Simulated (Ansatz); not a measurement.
Cu2O (Cuprite): single point with PBE

The system is Cu2O (Cuprite).

```
CELL_PARAMETERS angstrom
4.26000 0.00000 0.00000
0.00000 4.26000 0.00000
0.00000 0.00000 4.26000
ATOMIC_POSITIONS crystal
Cu 0.74916 0.23844 0.74106
Cu 0.74989 0.74585 0.23665
Cu 0.24438 0.75453 0.75575
Cu 0.25527 0.25484 0.24860
O 0.49676 0.50802 0.50465
O 0.99873 0.00252 0.99968
```

The cell isn't the ideal one: atoms moved at random, drawn with an rms of 0.05 Å.

```
Program             : Ansatz 0.2.0
Task                : single point
Functional          : PBE
Potentials or basis : Ansatz PAW
Cutoff              : 420 eV (not typed: the program's choice for these potentials)
k mesh              : 6 × 6 × 6
Occupations         : fermi-dirac, width 0.05 eV
Spin                : no spin polarisation
```

```json
{
  "Pressure": "3.3 GPa",
  "Largest force": "0.574 eV/Å",
  "Band gap on the k mesh": "0.53 eV, direct"
}
```

Forces on the atoms (eV/Å):
```
Cu  -0.272  0.399 -0.165
Cu  -0.315 -0.206  0.433
Cu   0.310 -0.249 -0.274
Cu  -0.158 -0.060 -0.044
O    0.293 -0.155 -0.160
O    0.142  0.271  0.210
```

Stress tensor (GPa, compression positive):
```
 3.27 -0.65 -0.74
-0.65  3.26  0.27
-0.74  0.27  3.25
```

Levels at points of the mesh, in eV from the valence-band top:
| k point | band 40 | band 41 | band 42 | band 43 | band 44 | band 45 | band 46 | band 47 | band 48 | band 49 |
| --- | --- | --- | --- | --- | --- | --- | --- | --- | --- | --- |
| (0.00, 0.00, 0.00) | -1.55 | -1.54 | -0.01 | -0.01 | 0.00 | 0.53 | 1.22 | 1.23 | 7.87 | 7.89 |
| (0.00, 0.00, -0.50) | -1.66 | -1.20 | -1.15 | -0.41 | -0.38 | 2.22 | 2.28 | 4.16 | 4.28 | 7.34 |
| (0.00, -0.50, 0.00) | -1.65 | -1.22 | -1.14 | -0.42 | -0.37 | 2.21 | 2.28 | 4.18 | 4.26 | 7.33 |
| (0.00, -0.50, -0.50) | -1.46 | -1.24 | -1.16 | -0.68 | -0.60 | 1.88 | 1.94 | 3.81 | 3.85 | 6.78 |
| (-0.50, 0.00, 0.00) | -1.66 | -1.20 | -1.16 | -0.41 | -0.38 | 2.22 | 2.27 | 4.21 | 4.22 | 7.36 |
| (-0.50, 0.00, -0.50) | -1.47 | -1.23 | -1.16 | -0.67 | -0.61 | 1.88 | 1.92 | 3.81 | 3.85 | 6.75 |
| (-0.50, -0.50, 0.00) | -1.47 | -1.22 | -1.17 | -0.66 | -0.62 | 1.85 | 1.95 | 3.82 | 3.85 | 6.76 |
| (-0.50, -0.50, -0.50) | -1.60 | -0.98 | -0.58 | -0.57 | -0.56 | 2.37 | 2.46 | 2.50 | 4.79 | 4.83 |

It took 31 s on 2 threads of Intel(R) Xeon(R) Processor @ 2.70GHz, on a shared host, peak memory 0.59 GiB.

Caveat: the pressure holds a Pulay correction of +0.4 GPa for the finite cutoff. A k mesh can miss the band edges.
